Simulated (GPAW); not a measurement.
**ZnS (Wurtzite-2H): single point with PBE**

**The experiment to reproduce.**

A printed reference work, monograph reports, for a bulk crystal of ZnS at 4 K: band gap 3.911 eV (direct).

Crystal: ZnS (Wurtzite-2H).

```
Zn S
1.0
     3.81100    0.00000    0.00000
    -1.90550    3.30042    0.00000
     0.00000    0.00000    6.23400
Zn S
2 2
Direct
  0.66667 0.33333 0.50000
  0.33333 0.66667 0.00000
  0.66667 0.33333 0.88500
  0.33333 0.66667 0.38500
```

| Property | Result |
| --- | --- |
| Program | GPAW 26.7.0 |
| Task | single point |
| Functional | PBE |
| Potentials or basis | GPAW PAW data sets (gpaw-data 1.2.1) |
| Cutoff | 600 eV |
| Basis | pw |
| k mesh | 8 × 8 × 5 |
| Occupations | gaussian, width 0.029 eV |
| Spin | no spin polarisation |
| Maxiter | 150 |

- Pressure: 2.4 GPa
- Largest force: 0.328 eV/Å
- Band gap on the k mesh: 2.24 eV, direct

Forces on the atoms (eV/Å):
```
Zn   0.000  0.000  0.328
Zn   0.000  0.000  0.328
S    0.000  0.000 -0.328
S    0.000  0.000 -0.328
```

Stress tensor (GPa, compression positive):
```
3.07 0.00 0.00
0.00 3.07 0.00
0.00 0.00 0.95
```

Levels at points of the mesh, in eV from the valence-band top:
| k point | band 16 | band 17 | band 18 | band 19 | band 20 | band 21 |
| --- | --- | --- | --- | --- | --- | --- |
| (0.00, 0.00, 0.00) | -0.01 | -0.01 | 0.00 | 2.24 | 2.99 | 6.28 |
| (0.50, 0.50, 0.00) | -2.25 | -1.56 | -0.98 | 3.61 | 4.26 | 5.17 |

It took 55 s on 1 thread of Arm Neoverse V2, with other jobs on the host, peak memory 0.23 GiB.

Measured gap of ZnS: 3.911 eV (direct; 4 K; a printed reference work, monograph). This calculation gives 2.24 eV (-1.67 eV). The value is that of PBE, without temperature or zero-point motion. Semilocal functionals fall short of measured gaps as a rule.
